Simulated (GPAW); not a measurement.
# GaN (P6_3mc) in GPAW: notebook

One crystal, GaN, is run at these levels: LDA, BEEF-vdW, r2SCAN; tasks: equation of state, band structure.

Everything below comes from runs of GPAW 26.7.0. Logs are shortened: lines on timing, memory, paths and dates and some standing lists are left out, and cuts for length are marked. The log counts tension as positive stress, the text compression.

**What was measured.**

From “Studying electronic properties in GaN without electrical contacts using γ-γ vs e−-γ Perturbed Angular Correlations”, 2019, pmc:6823545, for a bulk crystal of GaN: band gap 3.503 ± 0.005 eV (direct).

The results are compared with them further down.

### Step 1. The structure

It takes space group P6_3mc (No. 186, hexagonal). The conventional cell has a = 3.180 Å, b = 3.180 Å, c = 5.166 Å, α = 90.00°, β = 90.00°, γ = 120.00°. Ga (site symmetry 3m) is surrounded by 4 N at 1.94 to 1.95 Å. N (site symmetry 3m) has 4 Ga at 1.94 to 1.95 Å as nearest neighbours.

### Step 2. Equation of state, LDA

The input, run.py:

```python
from ase.eos import EquationOfState
from ase.io import Trajectory, read
from ase.units import GPa
from gpaw import GPAW, PW, setup_paths

setup_paths.insert(0, '.')

atoms = read('GaN.xyz')

traj = Trajectory('eos.traj', 'w')
volumes, energies = [], []
for x in [0.94, 0.96, 0.98, 1.0, 1.02, 1.04, 1.06]:
    a = atoms.copy()
    a.set_cell(atoms.cell * x**(1 / 3), scale_atoms=True)
    calc = GPAW(mode=PW(800),
                xc='LDA',
                kpts={'size': (7, 7, 4), 'gamma': True},
                occupations={'name': 'fermi-dirac', 'width': 0.05},
                setups={'Ga': 'jth', 'N': 'jth'},
                nbands=-10,
                convergence={'density': 1e-05, 'energy': 1e-05},
                maxiter=150,
                txt=f'eos-{x:.2f}.txt')
    a.calc = calc
    energies.append(a.get_potential_energy(force_consistent=True))
    volumes.append(a.get_volume())
    p = -a.get_stress()[:3].mean() / GPa
    calc.write(f'eos-{x:.2f}.gpw')
    traj.write(a)
    print(f'{x:.2f} {volumes[-1]:10.4f} A^3 {energies[-1]:14.6f} eV {p:9.3f} GPa', flush=True)

v0, e0, B = EquationOfState(volumes, energies, eos='birchmurnaghan').fit()
print(f'V0 = {v0:.4f} A^3, E0 = {e0:.6f} eV, B0 = {B / GPa:.2f} GPa')
```

The input, GaN.xyz:

```xyz
4
Lattice="3.1800000000 0.0000000000 0.0000000000 -1.5900000000 2.7539607840 0.0000000000 0.0000000000 0.0000000000 5.1660000000" Properties=species:S:1:pos:R:3 pbc="T T T"
Ga     1.5900000002      0.9179869279      2.5830000000
Ga    -0.0000000002      1.8359738561      0.0000000000
N      1.5900000002      0.9179869279      4.5202500000
N     -0.0000000002      1.8359738561      1.9372500000
```

Potentials or basis: JTH PAW 2.0, LDA, pw.

Launch:

```sh
$ OMP_NUM_THREADS=1 python run.py
```

The log of the run:

```text
__  _  _
 | _ |_)|_||  |
 |__||  | ||/\| - 26.7.0

Input parameters:
  mode=PW(ecut=800.0),
  convergence={'density': 1e-05, 'energy': 1e-05},
  kpts=MonkhorstPack(size=(7, 7, 4), gamma=True),
  maxiter=150,
  nbands=-10,
  occupations=Occupations(name='fermi-dirac', width=0.05),
  setups={'Ga': 'jth', 'N': 'jth'},
  xc=XC(name='LDA')

Diagonalizing LCAO Hamiltonian
Converting LCAO to pw mode

           N

           Ga
        N

        Ga

Atoms  # Å, Bohr magnetons
|   | symbol |         x |        y |        z |    initial magnetic moments |
|---|--------|-----------|----------|----------|-----------------------------|
| 0 |     Ga |  1.557542 | 0.899247 | 2.530271 | ( 0.0000,  0.0000,  0.0000) |
| 1 |     Ga | -0.000000 | 1.798494 | 0.000000 | ( 0.0000,  0.0000,  0.0000) |
| 2 |      N |  1.557542 | 0.899247 | 4.427974 | ( 0.0000,  0.0000,  0.0000) |
| 3 |      N | -0.000000 | 1.798494 | 1.897703 | ( 0.0000,  0.0000,  0.0000) |

Unit cell  # Å
| periodic |         x |        y |        z |  lengths |     angles |
|----------|-----------|----------|----------|----------|------------|
|      yes |  3.115084 | 0.000000 | 0.000000 | 3.115084 |  90.000000 |
|      yes | -1.557542 | 2.697742 | 0.000000 | 3.115084 |  90.000000 |
|      yes |  0.000000 | 0.000000 | 5.060542 | 5.060542 | 120.000000 |

Number of symmetries: 6
Symmetry operations  # r_c * U_cc + t_c -> r_c
|   | kind |            matrix            |
|---|------|------------------------------|
| 0 |  σ   |  1, 1, 0,  0,-1, 0,  0, 0, 1 |
| 1 |  E   |  1, 0, 0,  0, 1, 0,  0, 0, 1 |
| 2 |  C3  |  0, 1, 0, -1,-1, 0,  0, 0, 1 |
| 3 |  σ   |  0,-1, 0, -1, 0, 0,  0, 0, 1 |
| 4 |  σ   | -1, 0, 0,  1, 1, 0,  0, 0, 1 |
| 5 |  C3  | -1,-1, 0,  1, 0, 0,  0, 0, 1 |

BZ-sampling:
  Number of BZ points: 196
  Number of IBZ points: 28

  Monkhorst-Pack size: [7, 7, 4]
  Monkhorst-Pack shift: [0.0, 0.0, 0.125]

K-points  # in reciprocal-cell coordinates
|     |                                coordinates |     weight |
|-----|--------------------------------------------|------------|
|   0 | (  0.00000000,   0.00000000,   0.00000000) | 0.00510204 |
|   1 | (  0.00000000,   0.00000000,   0.25000000) | 0.01020408 |
|   2 | (  0.00000000,   0.00000000,   0.50000000) | 0.00510204 |
|   3 | (  0.14285714,   0.00000000,  -0.25000000) | 0.03061224 |
|   4 | (  0.14285714,   0.00000000,   0.00000000) | 0.03061224 |
|   5 | (  0.14285714,   0.00000000,   0.25000000) | 0.03061224 |
|   6 | (  0.14285714,   0.00000000,   0.50000000) | 0.03061224 |
|   7 | (  0.28571429,  -0.14285714,   0.00000000) | 0.03061224 |
|   8 | (  0.28571429,  -0.14285714,   0.25000000) | 0.06122449 |
|   9 | (  0.28571429,  -0.14285714,   0.50000000) | 0.03061224 |
| ... |                                            |            |
|  27 | (  0.42857143,   0.42857143,   0.50000000) | 0.03061224 |

Plane wave coefficients: 2200
Cutoff: 800.0 eV

Spin-components: 1 (collinear spins)
Bands:           28
Projectors:      20
Spin-degeneracy: 2
Datatype:        complex128

Parallelization:
  kpt:    1
  domain: 1
  band:   1

Density:
  Valence electrons: 36.0
  Components: 1
  Grid points: [21 21 35]
  Charge: 0.0  # |e|

Potential:
  Grid points: [21 21 35]

species:
  Ga:
    name:    Gallium
    Z:       31.0
    valence: 13
    core:    18
    charge:  0.0  # [|e|]
    compensation charges:
      type: bessel
      rc: 0.96  # [Å]
      lmax: 2
    cutoffs:
      filter: 1.11  # [Å]
      core: 2.14  # [Å]
    projectors
    | kind |    occ | energy [eV] | rcut [Å] |
    |------|--------|-------------|----------|
    |   4s |  2.000 |      -9.170 |    1.113 |
    |    s |        |      40.817 |    1.113 |
    |   4p |  1.000 |      -2.733 |    1.113 |
    |    p |        |      27.211 |    1.113 |
    |   3d | 10.000 |     -19.407 |    1.006 |
    |    d |        |       0.000 |    1.006 |

    Using partial waves for Ga as LCAO basis

  N:
    name:    Nitrogen
    Z:       7.0
    valence: 5
    core:    2
    charge:  0.0  # [|e|]
    compensation charges:
      type: sinc
      rc: 0.53  # [Å]
      lmax: 2
    cutoffs:
      filter: 0.64  # [Å]
      core: 0.98  # [Å]
    projectors
    | kind |    occ | energy [eV] | rcut [Å] |
    |------|--------|-------------|----------|
    |   2s |  2.000 |     -18.421 |    0.585 |
    |    s |        |      27.211 |    0.585 |
    |   2p |  3.000 |      -7.239 |    0.638 |
    |    p |        |      29.933 |    0.585 |

    Using partial waves for N as LCAO basis

Reference energy: -108583.038563  # eV

eigensolver:
  PPCG
  Converge bands: occupied
  niter=2

density mixing:
  MSR1-Mixer
  Pratt-step length: 0.05
  Maximum mixing coefficient: 0.75
  Old densities: 10
  SVD Regularization: 0.005
  Good broyden scale: 1.0
  Trust region scale: 1.0
  Backstep threshold: 4.0
  History deletion threshold: 6.0
  Fourier metric: weight=20.0, sigma=0.015

occupation numbers:
  Fermi-Dirac:
    width: 0.0500  # eV

poisson solver:
  ecut: 6400.0  # eV

xc functional:
  name: None

convergence criteria:
- Maximum integral of absolute [dens]ity change: 1e-05 electrons / valence electron
- Maximum [total energy] change in last 3 cyles: 1e-05 eV / valence electron
- Maximum integral of absolute [eigenst]ate change: 4e-08 eV^2 / valence electron
maximum number of iterations: 150

SCF iterations
|iter     | |      energy | eigst |  dens |
|---------|-|-------------|-------|-------|
|iter:   1| |  -31.572917 | -0.63 |       |
|iter:   2| |  -30.611924 | -2.14 | -0.94 |
|iter:   3| |  -27.893868 | -1.06 | -0.99 |
|iter:   4| |  -27.863765 | -3.15 | -1.67 |
|iter:   5| |  -27.855676 | -3.47 | -1.96 |
|iter:   6| |  -27.855714 | -5.40 | -3.24 |
|iter:   7| |  -27.855730c| -5.99 | -3.57 |
|iter:   8| |  -27.855730c| -7.79c| -4.52 |
|iter:   9| |  -27.855730c| -7.98c| -4.97 |
|iter:  10| |  -27.855730c| -8.51c| -5.54c|

Converged in 10 steps
Energy contributions relative to reference atoms: (reference = -108583.038563)

Energy contributions:
  Kinetic:          46.929666
  Coulomb:         -38.741283
  Zero:             -0.081417
  External:          0.000000
  Xc:              -35.962697
  Entropy:          -0.000000
  Spinorbit:         0.000000
  ----------------------------
  Free energy:     -27.855730
  Extrapolated:    -27.855730

dipole moment: (0.000060, 0.000106, -10.806226)  # |e|*Ang

Fermi level: 7.729
Eigenvalues  # (at kpt = [0.000, 0.000, 0.000])
| band index |      eig [eV] | occ [0-2] |
|------------|---------------|-----------|
|          0 |        -9.757 |     2.000 |
|        ... |               |           |
|         10 |        -6.418 |     2.000 |
|         11 |        -5.050 |     2.000 |
|         12 |        -0.900 |     2.000 |
|         13 |         5.601 |     2.000 |
|         14 |         5.601 |     2.000 |
|         15 |         6.694 |     2.000 |
[... 8 lines left out ...]
|         24 |        18.809 |     0.000 |
|         25 |        18.809 |     0.000 |
|        ... |               |           |
|         27 |        22.726 |     0.000 |

Gap: 2.384 eV
Transition (v -> c):
  (s=0, k=0, n=17, [0.00, 0.00, 0.00]) -> (s=0, k=0, n=18, [0.00, 0.00, 0.00])
No difference between direct/indirect transitions

Stress tensor  # eV/Ang^3
|         x |         y |         z |
|-----------|-----------|-----------|
| -0.047655 |  0.000000 |  0.000000 |
|  0.000000 | -0.047655 |  0.000000 |
|  0.000000 |  0.000000 | -0.064845 |

# Writing to eos-0.94.gpw (mode='')
```

Run time: 4.2 min. Hardware: 1 thread of Intel Xeon Platinum 8259CL at 2.50GHz (Skylake/Cascade Lake), shared host; peak memory 0.36 GiB.

Results:

```
Equilibrium volume                        : 11.05 Å³/atom
Bulk modulus at fixed shape and positions : 202 GPa
Pressure derivative of the bulk modulus   : 4.4
```

Energy against volume, from the lowest point:
```
volume (Å³/atom)  energy (meV/atom)
          10.632              10.88
          10.858               2.21
          11.084               0.00
          11.310               3.56
          11.537              12.27
          11.763              25.59
          11.989              43.06
```

Caveat: the program truncates these outside data sets; the cell was scaled at fixed shape and fractional positions, which overstates the stiffness of a crystal with free parameters, most of all of layers and chains.

### Step 3. Equation of state, LDA

Edit run.py of step 2 so:

```diff
@@ -1,9 +1,15 @@
 from ase.eos import EquationOfState
-from ase.io import Trajectory, read
+from ase.io import Trajectory
+from ase.spacegroup import crystal
 from ase.units import GPa
-from gpaw import GPAW, PW, setup_paths
+from gpaw import GPAW, PW
 
-setup_paths.insert(0, '.')
-
-atoms = read('GaN.xyz')
+# Ga 2b
+# N 2b
+atoms = crystal(['Ga', 'N'],
+                basis=[[0.6666666667, 0.3333333333, 0.5],
+                       [0.6666666667, 0.3333333333, 0.875]],
+                spacegroup=186, setting=1,  # P6_3mc
+                cellpar=[3.18, 3.18, 5.166, 90.0, 90.0, 120.0],
+                primitive_cell=True)
 
@@ -14,3 +20,3 @@
     a.set_cell(atoms.cell * x**(1 / 3), scale_atoms=True)
-    calc = GPAW(mode=PW(800),
+    calc = GPAW(mode=PW(1600),
                 xc='LDA',
@@ -18,3 +24,3 @@
                 occupations={'name': 'fermi-dirac', 'width': 0.05},
-                setups={'Ga': 'jth', 'N': 'jth'},
+                setups='hgh',
                 nbands=-10,
```

Potentials or basis: HGH pseudopotentials, pw.

Launch:

```sh
$ OMP_NUM_THREADS=1 python run.py
```

The log of the run:

```text
__  _  _
 | _ |_)|_||  |
 |__||  | ||/\| - 26.7.0

Input parameters:
  mode=PW(ecut=1600.0),
  convergence={'density': 1e-05, 'energy': 1e-05},
  kpts=MonkhorstPack(size=(7, 7, 4), gamma=True),
  maxiter=150,
  nbands=-10,
  occupations=Occupations(name='fermi-dirac', width=0.05),
  setups={'default': 'hgh'},
  xc=XC(name='LDA')

Diagonalizing LCAO Hamiltonian
Converting LCAO to pw mode

           N

           Ga
        N

        Ga

Atoms  # Å, Bohr magnetons
|   | symbol |         x |        y |        z |    initial magnetic moments |
|---|--------|-----------|----------|----------|-----------------------------|
| 0 |     Ga |  1.557542 | 0.899247 | 2.530271 | ( 0.0000,  0.0000,  0.0000) |
| 1 |     Ga | -0.000000 | 1.798494 | 0.000000 | ( 0.0000,  0.0000,  0.0000) |
| 2 |      N |  1.557542 | 0.899247 | 4.427974 | ( 0.0000,  0.0000,  0.0000) |
| 3 |      N | -0.000000 | 1.798494 | 1.897703 | ( 0.0000,  0.0000,  0.0000) |

Unit cell  # Å
| periodic |         x |        y |        z |  lengths |     angles |
|----------|-----------|----------|----------|----------|------------|
|      yes |  3.115084 | 0.000000 | 0.000000 | 3.115084 |  90.000000 |
|      yes | -1.557542 | 2.697742 | 0.000000 | 3.115084 |  90.000000 |
|      yes |  0.000000 | 0.000000 | 5.060542 | 5.060542 | 120.000000 |

Number of symmetries: 6
Symmetry operations  # r_c * U_cc + t_c -> r_c
|   | kind |            matrix            |
|---|------|------------------------------|
| 0 |  σ   |  1, 1, 0,  0,-1, 0,  0, 0, 1 |
| 1 |  E   |  1, 0, 0,  0, 1, 0,  0, 0, 1 |
| 2 |  C3  |  0, 1, 0, -1,-1, 0,  0, 0, 1 |
| 3 |  σ   |  0,-1, 0, -1, 0, 0,  0, 0, 1 |
| 4 |  σ   | -1, 0, 0,  1, 1, 0,  0, 0, 1 |
| 5 |  C3  | -1,-1, 0,  1, 0, 0,  0, 0, 1 |

BZ-sampling:
  Number of BZ points: 196
  Number of IBZ points: 28

  Monkhorst-Pack size: [7, 7, 4]
  Monkhorst-Pack shift: [0.0, 0.0, 0.125]

K-points  # in reciprocal-cell coordinates
|     |                                coordinates |     weight |
|-----|--------------------------------------------|------------|
|   0 | (  0.00000000,   0.00000000,   0.00000000) | 0.00510204 |
|   1 | (  0.00000000,   0.00000000,   0.25000000) | 0.01020408 |
|   2 | (  0.00000000,   0.00000000,   0.50000000) | 0.00510204 |
|   3 | (  0.14285714,   0.00000000,  -0.25000000) | 0.03061224 |
|   4 | (  0.14285714,   0.00000000,   0.00000000) | 0.03061224 |
|   5 | (  0.14285714,   0.00000000,   0.25000000) | 0.03061224 |
|   6 | (  0.14285714,   0.00000000,   0.50000000) | 0.03061224 |
|   7 | (  0.28571429,  -0.14285714,   0.00000000) | 0.03061224 |
|   8 | (  0.28571429,  -0.14285714,   0.25000000) | 0.06122449 |
|   9 | (  0.28571429,  -0.14285714,   0.50000000) | 0.03061224 |
| ... |                                            |            |
|  27 | (  0.42857143,   0.42857143,   0.50000000) | 0.03061224 |

Plane wave coefficients: 6207
Cutoff: 1600.0 eV

Spin-components: 1 (collinear spins)
Bands:           18
Projectors:      16
Spin-degeneracy: 2
Datatype:        complex128

Parallelization:
  kpt:    1
  domain: 1
  band:   1

Density:
  Valence electrons: 16.0
  Components: 1
  Grid points: [30 30 48]
  Charge: 0.0  # |e|

Potential:
  Grid points: [30 30 48]

species:
  HGH setup for Ga
      Valence Z=3, rloc=0.56000
      Local part coeffs: zeros
      Projectors:
          l=0, rc=0.61079
          l=1, rc=0.70460
          l=2, rc=0.98258
      Diagonal coefficients of nonlocal parts:
          l=0:  2.36932, -0.24901, -0.55180
          l=1:  0.74630, -0.51313
          l=2:  0.07544

    LCAO basis set for Ga:
      Name: atompaw.sz
      This basis set was not loaded from a file
      Number of radial functions: 2
      Number of spherical harmonics: 4
        l=0, rc=8.9500 Bohr: 1s e=-0.332 f=2.000
        l=1, rc=8.9500 Bohr: 1p e=-0.094 f=1.000
      Number of RI-basis functions 0

  HGH setup for N
      Valence Z=5, rloc=0.28918
      Local part coeffs: -12.23482, 1.76641
      Projectors:
          l=0, rc=0.25661
          l=1, rc=0.27013
      Diagonal coefficients of nonlocal parts:
          l=0: 13.55224
          l=1:  0.00000

    LCAO basis set for N:
      Name: atompaw.sz
      This basis set was not loaded from a file
      Number of radial functions: 2
      Number of spherical harmonics: 4
        l=0, rc=8.9500 Bohr: 1s e=-0.676 f=2.000
        l=1, rc=8.9500 Bohr: 1p e=-0.266 f=3.000
      Number of RI-basis functions 0

Reference energy: 0.000000  # eV

eigensolver:
  PPCG
  Converge bands: occupied
  niter=2

density mixing:
  MSR1-Mixer
  Pratt-step length: 0.05
  Maximum mixing coefficient: 0.75
  Old densities: 10
  SVD Regularization: 0.005
  Good broyden scale: 1.0
  Trust region scale: 1.0
  Backstep threshold: 4.0
  History deletion threshold: 6.0
  Fourier metric: weight=20.0, sigma=0.015

occupation numbers:
  Fermi-Dirac:
    width: 0.0500  # eV

poisson solver:
  ecut: 12800.0  # eV

xc functional:
  name: None

convergence criteria:
- Maximum integral of absolute [dens]ity change: 1e-05 electrons / valence electron
- Maximum [total energy] change in last 3 cyles: 1e-05 eV / valence electron
- Maximum integral of absolute [eigenst]ate change: 4e-08 eV^2 / valence electron
maximum number of iterations: 150

SCF iterations
|iter     | |      energy | eigst |  dens |
|---------|-|-------------|-------|-------|
|iter:   1| | -672.062376 | -0.14 |       |
|iter:   2| | -671.168033 | -1.63 | -0.59 |
|iter:   3| | -668.485856 | -0.45 | -0.64 |
|iter:   4| | -668.463260 | -2.50 | -1.27 |
|iter:   5| | -668.456927 | -3.24 | -1.58 |
|iter:   6| | -668.456933 | -5.34 | -2.97 |
|iter:   7| | -668.456936c| -6.61 | -3.33 |
|iter:   8| | -668.456936c| -7.78c| -4.52 |
|iter:   9| | -668.456936c| -8.01c| -4.77 |
|iter:  10| | -668.456936c| -8.55c| -5.35c|

Converged in 10 steps
Energy contributions relative to reference atoms: (reference = 0.000000)

Energy contributions:
  Kinetic:         517.591724
  Coulomb:        -939.628271
  Zero:            -62.321187
  External:          0.000000
  Xc:             -184.099202
  Entropy:          -0.000000
  Spinorbit:         0.000000
  ----------------------------
  Free energy:    -668.456936
  Extrapolated:   -668.456936

dipole moment: (0.000000, -0.000000, -6.153298)  # |e|*Ang

Fermi level: 6.131
Eigenvalues  # (at kpt = [0.000, 0.000, 0.000])
| band index |      eig [eV] | occ [0-2] |
|------------|---------------|-----------|
|          0 |       -11.154 |     2.000 |
|          1 |        -8.505 |     2.000 |
|          2 |        -2.349 |     2.000 |
|          3 |         3.989 |     2.000 |
|          4 |         3.989 |     2.000 |
|          5 |         4.993 |     2.000 |
[... 8 lines left out ...]
|         14 |        17.443 |     0.000 |
|         15 |        17.443 |     0.000 |
|        ... |               |           |
|         17 |        21.017 |     0.000 |

Gap: 2.992 eV
Transition (v -> c):
  (s=0, k=0, n=7, [0.00, 0.00, 0.00]) -> (s=0, k=0, n=8, [0.00, 0.00, 0.00])
No difference between direct/indirect transitions

Stress tensor  # eV/Ang^3
|         x |         y |        z |
|-----------|-----------|----------|
|  0.088621 | -0.000000 | 0.000000 |
| -0.000000 |  0.088621 | 0.000000 |
|  0.000000 |  0.000000 | 0.075662 |

# Writing to eos-0.94.gpw (mode='')
```

It took 4 min on 1 thread of Intel Xeon Platinum 8488C (Sapphire Rapids), shared host; peak memory 0.47 GiB.

What came out:

```
Equilibrium volume                        : 10.19 Å³/atom (rough: see the caveat)
Bulk modulus at fixed shape and positions : 210 GPa (rough)
```

Energy against volume, from the lowest point:
| volume (Å³/atom) | energy (meV/atom) |
| --- | --- |
| 10.632 | 0.00 |
| 10.858 | 13.85 |
| 11.084 | 32.58 |
| 11.310 | 55.35 |
| 11.537 | 81.81 |
| 11.763 | 111.52 |
| 11.989 | 144.30 |

Caveat: the minimum lies outside the volumes run; the cell was scaled at fixed shape and fractional positions, which overstates the stiffness of a crystal with free parameters, most of all of layers and chains; HGH potentials are hard and often keep d shells in the core, so these values are rough.

(Part 1 of 2 ends here.)
